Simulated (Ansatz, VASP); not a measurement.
ZnO in VASP and in Ansatz

```
Zn O
1.0
     0.00000    2.09786    2.09786
     2.09786    0.00000    2.09786
     2.09786    2.09786    0.00000
Zn O
1 1
Cartesian
  0.0000 0.0000 0.0000
  2.0979 2.0979 2.0979
```

Alike in both runs: task single point; functional PBE; k mesh 12 × 12 × 12; occupations gaussian, width 0.02 eV; no spin polarisation.

|  | VASP | Ansatz |
| --- | --- | --- |
| version | VASP 6.6.1 | Ansatz 0.2.0 |
| potentials or method | VASP PAW PBE potentials, release 64 (Zn, O) | scalar-relativistic, plane waves, PAW |
| plane-wave cutoff (eV) | 520 | 420 |
| valence electrons in the cell | 18 | 18 |

Ansatz gave:

- gap on the k mesh at the Fermi level (eV): 1.19
- least direct gap on the mesh (eV): 2.80
- pressure (GPa): 19.3

What did VASP give for the same quantities?

gap on the k mesh at the Fermi level (eV): 1.16; least direct gap on the mesh (eV): 2.76; pressure (GPa): 20.9.

Caveats: so large a pressure means that the cell lies far from this level's equilibrium, or that cutoff or potentials fall short (VASP). A k mesh can miss the band edges. As with any semilocal functional, this PBE gap is likely too small.
